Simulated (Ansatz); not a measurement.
The system is CdSe (Cadmoselite).

```
CELL_PARAMETERS angstrom
4.30000 0.00000 0.00000
-2.15000 3.72391 0.00000
0.00000 0.00000 7.02000
ATOMIC_POSITIONS crystal
Cd 0.66667 0.33333 0.50000
Cd 0.33333 0.66667 0.00000
Se 0.66667 0.33333 0.88500
Se 0.33333 0.66667 0.38500
```

```yaml
Program: Ansatz 0.2.0
Task: relaxation of cell and atoms
Functional: BLYP
Dispersion: D3(BJ)
Potentials_or_basis: Ansatz PAW
Cutoff: "420 eV (not typed: the program's choice for these potentials)"
k_mesh: 7 × 7 × 4
Occupations: fermi-dirac, width 0.05 eV
Spin: no spin polarisation
```

At the start: volume 28.10 Å³/atom.

Q: How do energy, volume and symmetry change on relaxing?

A: It ends after 5 steps and the volume is 28.63 Å³/atom (+1.9 %); space group P6_3mc (No. 186, to 0.05 Å).

The path:
```
step  energy change (eV)  largest force (eV/Å)  volume (Å³)
   1              0.0000                0.3069       112.41
   2             -0.0265                0.0195       115.02
   3             -0.0282                0.0006       114.64
   4             -0.0283                0.0003       114.53
   5             -0.0287                0.0003       114.53
```

Final structure:
```
CELL_PARAMETERS angstrom
4.31979 0.00000 0.00000
-2.15989 3.74105 0.00000
0.00000 0.00000 7.08677
ATOMIC_POSITIONS crystal
Cd 0.66667 0.33333 0.50543
Cd 0.33333 0.66667 0.00543
Se 0.66667 0.33333 0.87957
Se 0.33333 0.66667 0.37957
```

Caveat: the plane-wave basis is chosen anew once the cell has moved, so the energies of steps on either side of that aren't comparable; the PAW data sets come from PBE, with cores solved anew for the run's functional, which leaves a small shift of forces and pressure.
